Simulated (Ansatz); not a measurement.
# BN: the cost of one run

Method: DFT PBE+D3(BJ), scalar-relativistic, plane waves, PAW, in Ansatz 0.2.0.

4 further runs of the same task are left out: 4 set aside as unsound or not needed.

### Step 1. Starting point

The structure is trigonal, space group R3m (No. 160). Conventional cell: a = 2.506 Å, b = 2.506 Å, c = 9.882 Å, α = 90.00°, β = 90.00°, γ = 120.00°. B (site symmetry 3m) is surrounded by 3 N at 1.45 Å. Around N (site symmetry 3m) lie 3 B at 1.45 Å.

As a file:

```xyz
2
Lattice="1.2531 0.7235 3.2939 -1.2531 0.7235 3.2939 0.0000 -1.4469 3.2939" Properties=species:S:1:pos:R:3 pbc="T T T"
B     0.0000    0.0000    9.8788
N     0.0000    0.0000    3.2880
```

It goes back to an entry of the Materials Project, which need not be the stable form.

This cell was relaxed beforehand with the same method: volume 8.96 Å³/atom, gap on the mesh 4.24 eV.

### Step 2. Relaxing at 16 GPa

What is minimised here is the enthalpy; the energy can go up as the cell is squeezed.

Input file input.yaml:

```yaml
crystal:
  lattice:
    - [1.2530563198, 0.7234524035, 3.2939237303]
    - [-1.2530563198, 0.7234524035, 3.2939237303]
    - [0.0, -1.4469048071, 3.2939237303]
  atoms:
    - { symbol: B, position: [0.9996973422, 0.9996973422, 0.9996973422] }
    - { symbol: "N", position: [0.3327356578, 0.3327356578, 0.3327356578] }
basis:
  ecutwfc: 420
kpoints:
  mp_grid: { grid: [12, 12, 12] }
hamiltonian:
  xc: pbe
  dispersion: d3bj
scf:
  occupations: { method: fixed }
output:
  forces: true
  stress: true
  eigenvalues: true
relax:
  adjacent_minimum: "off"
  f_tol: 0.001
  max_steps: 60
  cell: { stress_tol: 0.02, p_target: 16.0 }
```

Launch:

```
$ ansatz run input.yaml --threads 1 --pin off --max-ram 3072MiB --backend cpu --events-out ev --progress --plain --runs-dir out
```

**Question.** How long does this run take on 1 thread of Intel Xeon 6975P-C (Granite Rapids), shared host, and how much memory does it need?

About 24 s, with a peak of 0.39 GiB.
